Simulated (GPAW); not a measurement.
C: relaxation of cell and atoms with PBEsol+D3

The system is C.

```
C
1.0
     2.12732   -1.22828    0.00000
     2.12732    1.22828    0.00000
    -1.37907    0.00000    3.50283
C
2
Direct
  0.16664 0.16664 0.99991
  0.83336 0.83336 0.00009
```

This is a stacking variant of graphite.

```yaml
Program: GPAW 26.7.0
Task: relaxation of cell and atoms
Functional: PBEsol
Dispersion: D3
Potentials_or_basis: PAW data sets generated in the run's folder for this functional
Cutoff: 800 eV
Basis: pw
k_mesh: 9 × 9 × 6
Occupations: fermi-dirac, width 0.05 eV
Spin: no spin polarisation
Maxiter: 150
Optimizer: BFGS
Fmax: 0.02 eV/Å
Max_steps: 60
Convergence: density=1e-05 forces=0.0001
```

```yaml
Relaxed_volume: 8.43 Å³/atom
Relaxed_cell: a = 2.459 Å, b = 2.459 Å, c = 3.508 Å, α = 110.10°, β = 110.10°, γ = 59.99°
Space_group_after_relaxing_to_0.05_Å: R-3m (No. 166)
Energy_gained_by_relaxing: 4.0 meV/atom
Ionic_steps: 8
Pressure_after_relaxing: 0.0 GPa
Largest_force_after_relaxing: 0.018 eV/Å
Band_gap_on_the_k_mesh: 0.80 eV, indirect (least direct gap 0.82 eV)
Dispersion_energy_per_atom: -0.078 eV
```

Forces on the atoms (eV/Å):
```
C    0.013  0.000  0.012
C   -0.013  0.000 -0.012
```

Stress tensor (GPa, compression positive):
```
-0.15  0.00 -0.07
 0.00 -0.04  0.00
-0.07  0.00  0.04
```

The path:
```csv
step,energy change (eV),largest force (eV/Å),pressure (GPa),volume (Å³)
1,0.0000,0.0161,0.11,18.31
2,-0.0004,0.0086,-0.32,18.31
3,-0.0014,0.0198,-1.91,18.28
4,-0.0020,0.0344,-2.60,18.21
5,-0.0041,0.0655,-4.17,17.82
6,-0.0056,0.0844,-4.35,17.30
7,-0.0071,0.0525,-2.51,16.94
8,-0.0080,0.0181,-0.05,16.86
```

Final structure:
```yaml
crystal:
  lattice:
    - [2.12965, -1.22925, -0.00364]
    - [2.12965, 1.22925, -0.00364]
    - [-1.38667, 0.00000, 3.22262]
  atoms:
    - { symbol: C, position: [0.16645, 0.16645, 0.99944] }
    - { symbol: C, position: [0.83355, 0.83355, 0.00056] }
```

Levels at points of the mesh, in eV from the valence-band top:
```
           k point  band 1  band 2  band 3  band 4  band 5  band 6  band 7
(0.00, 0.00, 0.00)  -19.34   -5.96   -2.56   -2.55    4.79    8.80    8.81
(0.00, 0.00, 0.50)  -18.92   -8.42   -2.59   -2.58    8.74    8.74   11.77
```

Wall time 3.3 min on 1 thread of Arm Neoverse V1, on a shared host, peak memory 0.26 GiB.

Caveat: later steps reuse the first step's grids; an odd mesh through Γ misses points on the zone boundary, where band edges often lie.
